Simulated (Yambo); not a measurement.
AlN: optical spectrum with PBE

Crystal: AlN.

```
CELL_PARAMETERS angstrom
0.00000 2.18399 2.18399
2.18399 0.00000 2.18399
2.18399 2.18399 0.00000
ATOMIC_POSITIONS crystal
Al 0.00000 0.00000 0.00000
N 0.25000 0.25000 0.25000
```

Measurements of this composition are mostly on another form, of space group No. 186.

- Program: Yambo 5.3.0
- Task: optical spectrum
- Functional: PBE
- Potentials or basis: PseudoDojo 0.4 SR PBE stringent
- Cutoff: 912 eV
- Density cutoff: 3660 eV
- k mesh: 16 × 16 × 16
- Occupations: fixed
- Spin: no spin polarisation
- k mesh of the self-consistent run: 16 × 16 × 16
- Direction of the field or of q to 0: y
- Broadening: 0.1 eV
- Kernel: Hartree (RPA with local fields)
- Top of the energy range: 10 eV
- Energy points: 150
- Correction of the levels: none
- Bands in the response: 34
- Cutoff of the response matrix: 4 Ry

| Item | Value |
| --- | --- |
| Band gap on the k mesh, mean-field level | 3.32 eV, indirect (least direct gap 4.19 eV) |
| Absorption peak | 8.05 eV |
| Electronic dielectric constant along the field | 4.34 |
| Electronic dielectric constant along the field, independent particles | 4.69 |

Dielectric function (along the field direction of the input):
| energy (eV) | real part | imaginary part |
| --- | --- | --- |
| 0.27 | 4.34 | 0.04 |
| 0.74 | 4.37 | 0.04 |
| 1.28 | 4.42 | 0.04 |
| 1.74 | 4.50 | 0.04 |
| 2.28 | 4.63 | 0.05 |
| 2.82 | 4.82 | 0.06 |
| 3.29 | 5.06 | 0.08 |
| 3.83 | 5.47 | 0.12 |
| 4.36 | 6.23 | 0.40 |
| 4.83 | 6.66 | 0.95 |
| 5.37 | 6.52 | 1.76 |
| 5.84 | 6.54 | 3.35 |
| 6.38 | 6.06 | 4.39 |
| 6.91 | 5.98 | 6.98 |
| 7.38 | 4.61 | 6.40 |
| 7.92 | 2.45 | 6.65 |
| 8.46 | -0.06 | 4.82 |
| 8.93 | 1.01 | 2.77 |
| 9.46 | 3.06 | 4.04 |
| 10.00 | 1.63 | 4.99 |

It took 74 s on 1 thread of Arm Neoverse V1, with other jobs on the host.

Caveat: these spectra lack excitons. A k mesh can miss the band edges.
